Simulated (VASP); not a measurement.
# PbSe (Fm-3m) in VASP: notebook

PbSe is run at these levels: LDA, revPBE+D3(BJ), PBE+D3(BJ), RPBE; tasks: single point.

All numbers are computed with VASP 6.6.1; they aren't measurements. Logs are shortened: lines on timing, memory, paths and dates and some standing lists are left out, and cuts for length are marked.

**Measured values to compare with.**

From a printed reference work, monograph, for a bulk crystal of PbSe: band gap 0.28 eV (direct) at 300 K; band gap 0.15 eV (direct) at 4.2 K.

How close the calculation comes is told below.

## (1) The cell of the first run

The structure is cubic, space group Fm-3m (No. 225). The conventional cell has a = 6.040 Å, b = 6.040 Å, c = 6.040 Å, α = 90.00°, β = 90.00°, γ = 90.00°. Pb (site symmetry m-3m) has 6 Se at 3.02 Å within 4.0 Å. Se (site symmetry m-3m) has 6 Pb at 3.02 Å within 4.0 Å.

## (2) Single point, LDA

Contents of INCAR:

```
SYSTEM = PbSe
PREC = Accurate
ENCUT = 500
EDIFF = 1E-6
ISMEAR = 0
SIGMA = 0.01
LREAL = .False.
LASPH = .True.
NELM = 120
ALGO = Normal
ISIF = 2
LWAVE = .False.
LCHARG = .True.
LELF = .True.
LVHAR = .True.
NBANDS = 17
GGA_COMPAT = .False.
```

Contents of KPOINTS:

```
Automatic mesh
0
Gamma
  6 6 6
  0 0 0
```

Contents of POSCAR:

```
PbSe
1.0
    0.0000000000      3.0199522372      3.0199522372
    3.0199522372      0.0000000000      3.0199522372
    3.0199522372      3.0199522372      0.0000000000
Pb Se
1 1
Direct
    0.0000000000      0.0000000000      0.0000000000
    0.5000000000      0.5000000000      0.5000000000
```

Potentials or basis: VASP PAW LDA potentials, release 64 (Pb_d, Se).

Launch:

```
cat potpaw_LDA.64/Pb_d/POTCAR potpaw_LDA.64/Se/POTCAR > POTCAR
mpirun -np 1 vasp_std > vasp.out
```

OUTCAR:

```text
SYSTEM = PbSe
   PREC = Accurate
   ENCUT = 500
   EDIFF = 1E-6
   ISMEAR = 0
   LREAL = .False.
   LASPH = .True.
   NELM = 120
   ISIF = 2

 ion  position               nearest neighbor table
   1  0.000  0.000  0.000-   2 3.02   2 3.02   2 3.02   2 3.02   2 3.02   2 3.02
   2  0.500  0.500  0.500-   1 3.02   1 3.02   1 3.02   1 3.02   1 3.02   1 3.02

  LATTYP: Found a face centered cubic cell.
 ALAT       =     6.0399044744

  Lattice vectors:

 A1 = (   0.0000000000,   3.0199522372,   3.0199522372)
 A2 = (   3.0199522372,   0.0000000000,   3.0199522372)
 A3 = (   3.0199522372,   3.0199522372,   0.0000000000)

Analysis of symmetry for initial positions (statically):
=====================================================================
 Subroutine PRICEL returns:
 Original cell was already a primitive cell.

 Routine SETGRP: Setting up the symmetry group for a
 face centered cubic supercell.

 Subroutine GETGRP returns: Found 48 space group operations
 (whereof 48 operations were pure point group operations)
 out of a pool of 48 trial point group operations.

The static configuration has the point symmetry O_h .

Analysis of symmetry for dynamics (positions and initial velocities):
=====================================================================
 Subroutine PRICEL returns:
 Original cell was already a primitive cell.

 Routine SETGRP: Setting up the symmetry group for a
 face centered cubic supercell.

 Subroutine GETGRP returns: Found 48 space group operations
 (whereof 48 operations were pure point group operations)
 out of a pool of 48 trial point group operations.

The dynamic configuration has the point symmetry O_h .

 Subroutine INISYM returns: Found 48 space group operations
 (whereof 48 operations are pure point group operations),
 and found     1 'primitive' translations

----------------------------------------------------------------------------------------

                                     Primitive cell

  volume of cell :      55.0846

  direct lattice vectors                    reciprocal lattice vectors
     0.000000000  3.019952237  3.019952237    -0.165565532  0.165565532  0.165565532
     3.019952237  0.000000000  3.019952237     0.165565532 -0.165565532  0.165565532
     3.019952237  3.019952237  0.000000000     0.165565532  0.165565532 -0.165565532

  length of vectors
     4.270857412  4.270857412  4.270857412     0.286767914  0.286767914  0.286767914

  position of ions in fractional coordinates (direct lattice)
     0.000000000  0.000000000  0.000000000
     0.500000000  0.500000000  0.500000000

  ion indices of the primitive-cell ions
   primitive index   ion index
                 1           1
                 2           2

----------------------------------------------------------------------------------------

 KPOINTS: Automatic mesh

Automatic generation of k-mesh.
 Grid dimensions read from file:
 generate k-points for:    6    6    6

 Generating k-lattice:

  Cartesian coordinates                     Fractional coordinates (reciprocal lattice)
    -0.027594255  0.027594255  0.027594255     0.166666667  0.000000000  0.000000000
     0.027594255 -0.027594255  0.027594255     0.000000000  0.166666667  0.000000000
     0.027594255  0.027594255 -0.027594255     0.000000000  0.000000000  0.166666667

  Length of vectors
     0.047794652  0.047794652  0.047794652

  Shift w.r.t. Gamma in fractional coordinates (k-lattice)
     0.000000000  0.000000000  0.000000000

 Subroutine IBZKPT returns following result:
 ===========================================

 Found     16 irreducible k-points:

 Following reciprocal coordinates:
            Coordinates               Weight
  0.000000  0.000000  0.000000      1.000000
  0.166667  0.000000  0.000000      8.000000
  0.333333  0.000000  0.000000      8.000000
  0.500000  0.000000  0.000000      4.000000
  0.166667  0.166667  0.000000      6.000000
  0.333333  0.166667  0.000000     24.000000
[... 8 lines left out ...]
 -0.333333  0.333333  0.166667     24.000000
 -0.333333  0.500000  0.166667     12.000000
   k-points           NKPTS =     16   k-points in BZ     NKDIM =     16   number of bands    NBANDS=     17
   number of dos      NEDOS =    301   number of ions     NIONS =      2
   total plane-waves  NPLWV =  32768
   dimension x,y,z NGX =    32 NGY =   32 NGZ =   32
   dimension x,y,z NGXF=    64 NGYF=   64 NGZF=   64
   ions per type =               1   1
   NGX,Y,Z   is equivalent  to a cutoff of  12.46, 12.46, 12.46 a.u.
   NGXF,Y,Z  is equivalent  to a cutoff of  24.91, 24.91, 24.91 a.u.
 SYSTEM =  PbSe
   PREC   = accura    normal or accurate (medium, high low for compatibility)
   ISTART =      0    job   : 0-new  1-cont  2-samecut
   ICHARG =      2    charge: 1-file 2-atom 10-const
   ISPIN  =      1    spin polarized calculation?
   LNONCOLLINEAR =      F non collinear calculations
   LSORBIT =      F    spin-orbit coupling
   LASPH  =      T    aspherical Exc in radial PAW
   ENCUT  =  500.0 eV  36.75 Ry    6.06 a.u.   7.79  7.79  7.79*2*pi/ulx,y,z
   NELM   =    120;   NELMIN=  2; NELMDL= -5     # of ELM steps
   EDIFF  = 0.1E-05   stopping-criterion for ELM
   LREAL  =      F    real-space projection
   EDIFFG = 0.1E-04   stopping-criterion for IOM
   NSW    =      0    number of steps for IOM
   IBRION =     -1    ionic relax: 0-MD 1-quasi-New 2-CG
   NFREE  =      0    steps in history (QN), initial steepest desc. (CG)
   ISIF   =      2    stress and relaxation
   ISYM   =      2    0-nonsym 1-usesym 2-fastsym
   POTIM  = 0.5000    time-step for ionic-motion
   TEBEG  =    0.0;   TEEND  =   0.0 temperature during run
   PSTRESS=    0.0 pullay stress
   NELECT =      20.0000    total number of electrons
   NUPDOWN=      -1.0000    fix difference up-down
   EMIN   =  10.00;   EMAX   =-10.00  energy-range for DOS
   EFERMI =   0.00;   METHOD = LEGACY
   ISMEAR =     0;   SIGMA  =   0.01  broadening in eV -4-tet -1-fermi 0-gaus
   EFERMI_NEDOS =   21; number of points for ismear=-14 and -15
   IALGO  =     38    algorithm
   IMIX   =      4    mixing-type and parameters
     AMIX     =   0.40;   BMIX     =  1.00
     AMIX_MAG =   1.60;   BMIX_MAG =  1.00
  volume/ion in A,a.u.               =      27.54       185.86
  Fermi-wavevector in a.u.,A,eV,Ry     =   1.167907  2.207023 18.558424  1.364006
  Thomas-Fermi vector in A             =   2.304400
   LORBIT       =      0    0 simple, 1 ext, 2 COOP (PROOUT), +10 PAW based schemes
   GGA     = CA    functional components
   LHFCALC =     F    Hartree Fock is set to
   AEXX    =    0.0000 exact exchange contribution
   IVDW    =     0    specifies the selected vdW correction
   LEPSILON=     F    determine dielectric tensor
   LRPA    =     F    only Hartree local field effects (RPA)
 non-spin polarized calculation
 Gauss-broadening in eV      SIGMA  =   0.01
  energy-cutoff  :      500.00
  volume of cell :       55.08
 maximum number of plane-waves:      1420
   NGX = 15   NGY = 15   NGZ = 15

 number of electron      20.0000005 magnetization

 Free energy of the ion-electron system (eV)
  ---------------------------------------------------
  ext. energy  EPLUGINS =         0.00000000
  ---------------------------------------------------
  free energy    TOTEN  =        -9.46236561 eV

  energy without entropy =       -9.46232302  energy(sigma->0) =       -9.46234432

 E-fermi :   5.4725     XC(G=0): -10.0277

 val. band max:        5.4599311888   @ k =   0.5000   0.0000   0.0000
 cond. band min:       5.4851536061   @ k =   0.5000   0.0000   0.0000
 fundamental gap:      0.0252224173
 Fermi energy:         5.4725423976

 k-point     1 :       0.0000    0.0000    0.0000
  band No.  band energies     occupation
      1     -11.4324      2.00000
      2     -11.4324      2.00000
      3     -11.4281      2.00000
      4     -11.4281      2.00000
      5     -11.4281      2.00000
      6      -8.5438      2.00000
[... 9 lines left out ...]
     16      11.8125      0.00000
     17      13.3187      0.00000

 k-point     2 :       0.1667    0.0000    0.0000
  band No.  band energies     occupation
      1     -11.4393      2.00000
      2     -11.4393      2.00000
      3     -11.4271      2.00000
      4     -11.4188      2.00000
      5     -11.4188      2.00000
      6      -8.3200      2.00000
[... 9 lines left out ...]
     16      12.4113      0.00000
     17      15.2615      0.00000

 k-point     3 :       0.3333    0.0000    0.0000
  band No.  band energies     occupation
      1     -11.4542      2.00000
      2     -11.4542      2.00000
      3     -11.4259      2.00000
      4     -11.3990      2.00000
      5     -11.3990      2.00000
      6      -7.7574      2.00000
[... 9 lines left out ...]
     16      13.8996      0.00000
     17      17.3385      0.00000

 k-point     4 :       0.5000    0.0000    0.0000
  band No.  band energies     occupation
      1     -11.4617      2.00000
      2     -11.4617      2.00000
      3     -11.4256      2.00000
      4     -11.3891      2.00000
      5     -11.3891      2.00000
      6      -7.3700      2.00000
[... 9 lines left out ...]
     16      15.5423      0.00000
     17      15.6048      0.00000

 k-point     5 :       0.1667    0.1667    0.0000
  band No.  band energies     occupation
      1     -11.4570      2.00000
      2     -11.4336      2.00000
      3     -11.4267      2.00000
      4     -11.4152      2.00000
      5     -11.4152      2.00000
      6      -8.2378      2.00000
[... 9 lines left out ...]
     16      13.5071      0.00000
     17      14.4883      0.00000

 k-point     6 :       0.3333    0.1667    0.0000
  band No.  band energies     occupation
      1     -11.4838      2.00000
      2     -11.4338      2.00000
      3     -11.4325      2.00000
      4     -11.4039      2.00000
      5     -11.3961      2.00000
      6      -7.7701      2.00000
[... 9 lines left out ...]
     16      14.8486      0.00000
     17      16.4108      0.00000

 k-point     7 :       0.5000    0.1667    0.0000
  band No.  band energies     occupation
      1     -11.4925      2.00000
      2     -11.4476      2.00000
      3     -11.4226      2.00000
      4     -11.3987      2.00000
      5     -11.3865      2.00000
      6      -7.2712      2.00000
[... 9 lines left out ...]
     16      15.7804      0.00000
     17      16.1576      0.00000

 k-point     8 :      -0.3333    0.1667    0.0000
  band No.  band energies     occupation
      1     -11.4761      2.00000
      2     -11.4537      2.00000
      3     -11.4192      2.00000
      4     -11.3987      2.00000
      5     -11.3967      2.00000
      6      -7.4085      2.00000
[... 9 lines left out ...]
     16      15.1046      0.00000
     17      16.5051      0.00000

 k-point     9 :      -0.1667    0.1667    0.0000
  band No.  band energies     occupation
      1     -11.4500      2.00000
      2     -11.4487      2.00000
      3     -11.4253      2.00000
      4     -11.4136      2.00000
      5     -11.4045      2.00000
      6      -7.9707      2.00000
[... 9 lines left out ...]
     16      14.2970      0.00000
     17      15.0611      0.00000

 k-point    10 :       0.3333    0.3333    0.0000
  band No.  band energies     occupation
      1     -11.5404      2.00000
      2     -11.4448      2.00000
      3     -11.4152      2.00000
      4     -11.3882      2.00000
      5     -11.3882      2.00000
      6      -7.4459      2.00000
[... 9 lines left out ...]
     16      15.7880      0.00000
     17      16.6280      0.00000

 k-point    11 :       0.5000    0.3333    0.0000
  band No.  band energies     occupation
      1     -11.5606      2.00000
      2     -11.4400      2.00000
      3     -11.4210      2.00000
      4     -11.3846      2.00000
      5     -11.3796      2.00000
      6      -7.0528      2.00000
[... 9 lines left out ...]
     16      16.5780      0.00000
     17      17.3949      0.00000

 k-point    12 :      -0.3333    0.3333    0.0000
  band No.  band energies     occupation
      1     -11.5280      2.00000
      2     -11.4376      2.00000
      3     -11.4201      2.00000
      4     -11.3987      2.00000
      5     -11.3867      2.00000
      6      -7.0258      2.00000
[... 9 lines left out ...]
     16      14.9387      0.00000
     17      17.0463      0.00000

 k-point    13 :       0.5000    0.5000    0.0000
  band No.  band energies     occupation
      1     -11.5950      2.00000
      2     -11.4504      2.00000
      3     -11.4095      2.00000
      4     -11.3741      2.00000
      5     -11.3741      2.00000
      6      -6.9304      2.00000
[... 9 lines left out ...]
     16      17.2910      0.00000
     17      18.1278      0.00000

 k-point    14 :       0.5000    0.3333    0.1667
  band No.  band energies     occupation
      1     -11.5154      2.00000
      2     -11.4357      2.00000
      3     -11.4289      2.00000
      4     -11.3955      2.00000
      5     -11.3888      2.00000
      6      -7.3056      2.00000
[... 9 lines left out ...]
     16      15.6497      0.00000
     17      16.0735      0.00000

 k-point    15 :      -0.3333    0.3333    0.1667
  band No.  band energies     occupation
      1     -11.5270      2.00000
      2     -11.4402      2.00000
      3     -11.4137      2.00000
      4     -11.4090      2.00000
      5     -11.3810      2.00000
      6      -7.0255      2.00000
[... 9 lines left out ...]
     16      16.8084      0.00000
     17      16.8662      0.00000

 k-point    16 :      -0.3333    0.5000    0.1667
  band No.  band energies     occupation
      1     -11.5625      2.00000
      2     -11.4323      2.00000
      3     -11.4259      2.00000
      4     -11.3942      2.00000
      5     -11.3741      2.00000
      6      -6.9091      2.00000
[... 9 lines left out ...]
     16      17.2406      0.00000
     17      18.1354      0.00000

------------------------ aborting loop because EDIFF is reached ----------------------------------------

  FORCE on cell =-STRESS in cart. coord.  units (eV):
  Direction    XX          YY          ZZ          XY          YZ          ZX
  --------------------------------------------------------------------------------------
  -------------------------------------------------------------------------------------
  Total        0.0349296      0.0349296      0.0349296      0.0000000      0.0000000      0.0000000
  in kB        1.0159552      1.0159552      1.0159552      0.0000000      0.0000000      0.0000000
  external PRESSURE =       1.0159552 kB  Pullay stress =       0.0000000 kB

 VOLUME and BASIS-vectors are now :
 -----------------------------------------------------------------------------
  energy-cutoff  :      500.00
  volume of cell :       55.08
      direct lattice vectors                 reciprocal lattice vectors
     0.000000000  3.019952237  3.019952237    -0.165565532  0.165565532  0.165565532
     3.019952237  0.000000000  3.019952237     0.165565532 -0.165565532  0.165565532
     3.019952237  3.019952237  0.000000000     0.165565532  0.165565532 -0.165565532

 POSITION                                       TOTAL-FORCE (eV/Angst)
 -----------------------------------------------------------------------------------
      0.00000      0.00000      0.00000         0.000000      0.000000      0.000000
      3.01995      3.01995      3.01995        -0.000000      0.000000     -0.000000
 -----------------------------------------------------------------------------------
    total drift:                                0.000000     -0.000000     -0.000000

  FREE ENERGIE OF THE ION-ELECTRON SYSTEM (eV)
  ---------------------------------------------------
  free  energy   TOTEN  =        -9.4623656127 eV

  energy  without entropy=       -9.4623230188  energy(sigma->0) =       -9.46234432
```

Wall time 11 s (1 thread of Intel Xeon 6975P-C (Granite Rapids), shared host); peak memory 0.15 GiB.

What came out:

| Item | Value |
| --- | --- |
| Free energy | -9.4624 eV |
| Pressure | 0.1 GPa |
| Band gap on the k mesh | 0.03 eV |

Caveat: spin-orbit coupling is left out, which moves the levels of the heavy elements.

## (3) Single point, revPBE+D3(BJ)

This run uses another cell than the first one, of 28.52 Å³/atom.

Contents of INCAR:

```
PREC = Accurate ; ENCUT = 500
EDIFF = 1E-6 ; ISMEAR = 0
SIGMA = 0.01 ; LREAL = False
LASPH = True ; NELM = 120
ALGO = Normal ; ISIF = 2
LWAVE = False ; LCHARG = False
GGA = RE ; IVDW = 12
NBANDS = 17 ; GGA_COMPAT = False
```

Contents of KPOINTS:

```
regular mesh
0
Gamma
  6 6 6
```

Contents of POSCAR:

```
PbSe
1.0
    0.0000000000      3.0551571474      3.0551571474
    3.0551571474      0.0000000000      3.0551571474
    3.0551571474      3.0551571474      0.0000000000
Pb Se
1 1
Direct
    0.0000000000      0.0000000000      0.0000000000
    0.5000000000      0.5000000000      0.5000000000
```

Potentials or basis: VASP PAW PBE potentials, release 64 (Pb_d, Se).

Launch:

```
cat potpaw_PBE.64/Pb_d/POTCAR potpaw_PBE.64/Se/POTCAR > POTCAR
mpirun -np 1 vasp_std > vasp.out
```

Wall time 16 s (1 thread of Intel Xeon 6975P-C (Granite Rapids), shared host); peak memory 0.18 GiB.

It converged, with:

```
Free energy                : -8.9314 eV
Pressure                   : 0.0 GPa
Band gap on the k mesh     : 0.33 eV
Dispersion energy per atom : -0.688 eV
```

Levels at points of the mesh, in eV from the valence-band top:
```csv
k point,band 6,band 7,band 8,band 9,band 10,band 11,band 12,band 13,band 14,band 15
"(0.00, 0.00, 0.00)",-13.63,-6.27,-1.92,-1.92,-1.92,4.75,4.75,4.75,6.52,6.52
"(0.50, 0.00, 0.00)",-12.55,-8.82,-1.51,-1.51,0.00,0.33,1.71,1.71,8.64,10.14
"(0.50, 0.50, 0.00)",-12.18,-7.38,-5.02,-3.27,-3.27,3.72,5.66,5.66,6.11,11.28
```

Caveat: the PAW data sets were made with another functional, which shifts forces and pressure a little; spin-orbit coupling is left out, which moves the levels of the heavy elements.

(Continued in part 2 of 2.)
